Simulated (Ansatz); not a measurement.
# BN: the cost of one run

Method: DFT PBEsol, scalar-relativistic, plane waves, PAW, in Ansatz 0.2.0.

2 further runs of the same task are left out: 2 set aside as unsound or not needed.

### Step 1. The starting structure

Symmetry: R3m, No. 160, trigonal system. The conventional cell has a = 2.504 Å, b = 2.504 Å, c = 10.493 Å, α = 90.00°, β = 90.00°, γ = 120.00°. B (site symmetry 3m) is surrounded by 3 N at 1.45 Å. N (site symmetry 3m) is surrounded by 3 B at 1.45 Å.

Structure file:

```xyz
2
Lattice="2.4942 0.0015 -0.2229 -1.2385 2.1650 0.2229 -0.9343 -0.9056 3.5530" Properties=species:S:1:pos:R:3 pbc="T T T"
B     1.2497    2.1536   -0.0226
N     0.3095   -0.1958    3.4546
```

It goes back to an entry of the Materials Project, which need not be the stable form.

It is the result of an earlier relaxation at this level (volume 9.50 Å³/atom; gap on the mesh: 4.25 eV).

### Step 2. The cell under 1 GPa

What is minimised here is the enthalpy; the energy can go up as the cell is squeezed.

The input, input.yaml:

```yaml
crystal:
  lattice:
    - [2.4942240692, 0.0015369401, -0.222894581]
    - [-1.2384763371, 2.1650289381, 0.2228556101]
    - [-0.9343152314, -0.9056238774, 3.5529684021]
  atoms:
    - { symbol: B, position: [0.9908805793, 0.9913440608, -0.0063894389] }
    - { symbol: "N", position: [0.6572684207, 0.3245399392, 0.9931944389] }
basis:
  ecutwfc: 420
kpoints:
  mp_grid: { grid: [12, 12, 12] }
hamiltonian:
  xc: pbesol
scf:
  occupations: { method: fixed }
output:
  forces: true
  stress: true
  eigenvalues: true
relax:
  adjacent_minimum: "off"
  f_tol: 0.001
  max_steps: 60
  cell: { stress_tol: 0.02, p_target: 1.0 }
```

Command:

```sh
ansatz run input.yaml --threads 1 --pin off --max-ram 3072MiB --backend cpu --events-out ev --progress --plain --runs-dir out
```

**Question.** How long does this run take on 1 thread of AMD EPYC 7R43 (Zen 3), shared host, and how much memory does it need?

About 1.9 min, with a peak of 0.46 GiB.
